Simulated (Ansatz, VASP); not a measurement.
**Two plane-wave programs on Rh**

INCAR

```
SYSTEM = Rh
ALGO = Normal
EDIFF = 1E-6
ENCUT = 520
GGA = CA
ISIF = 2
ISMEAR = -1
LASPH = .True.
LCHARG = .True.
LELF = .True.
LREAL = .False.
LVHAR = .True.
LWAVE = .False.
NBANDS = 14
NELM = 80
PREC = Accurate
SIGMA = 0.03
```

File KPOINTS:

```
k-points
0
Gamma
  14 14 14
  0 0 0
```

File POSCAR:

```
Rh
1.0
    0.0000000000      1.8776226225      1.8776226225
    1.8776226225      0.0000000000      1.8776226225
    1.8776226225      1.8776226225      0.0000000000
Rh
1
Direct
    0.0000000000      0.0000000000      0.0000000000
```

Input for Ansatz:

```yaml
crystal:
  lattice:
    - [0.0, 1.8776226225, 1.8776226225]
    - [1.8776226225, 0.0, 1.8776226225]
    - [1.8776226225, 1.8776226225, 0.0]
  atoms:
    - { symbol: Rh, position: [0.0, 0.0, 0.0] }
hamiltonian:
  xc: lda
  pseudopotentials:
    kind: paw
    azcp:
      Rh: "pseudopotentials/Rh.paw.azcp"
basis:
  ecutwfc: 420
  fft_grid_basis: typed
kpoints:
  mp_grid: { grid: [14, 14, 14], shift: [0, 0, 0] }
magnetization:
  spin_polarized: false
scf:
  occupations: { method: fermi_dirac, width: 0.03 }
  lower_state_search: "off"
output:
  stress: true
```

Alike in both runs: task single point; functional LDA; k mesh 14 × 14 × 14; occupations fermi-dirac, width 0.03 eV; no spin polarisation.

|  | VASP | Ansatz |
| --- | --- | --- |
| version | VASP 6.6.1 | Ansatz 0.2.0 |
| potentials or method | VASP PAW LDA potentials, release 64 (Rh_pv) | plane waves (420 eV) with PAW, scalar-relativistic |
| plane-wave cutoff (eV) | 520 | 420 |
| valence electrons in the cell | 15 | 17 |

```tsv
	VASP	Ansatz	Ansatz less VASP
pressure (GPa)	0.5	-0.4	-0.92
```

The two sets of potentials don't hold the same shells in valence. Ansatz warned: «pseudo_functional_mismatch».
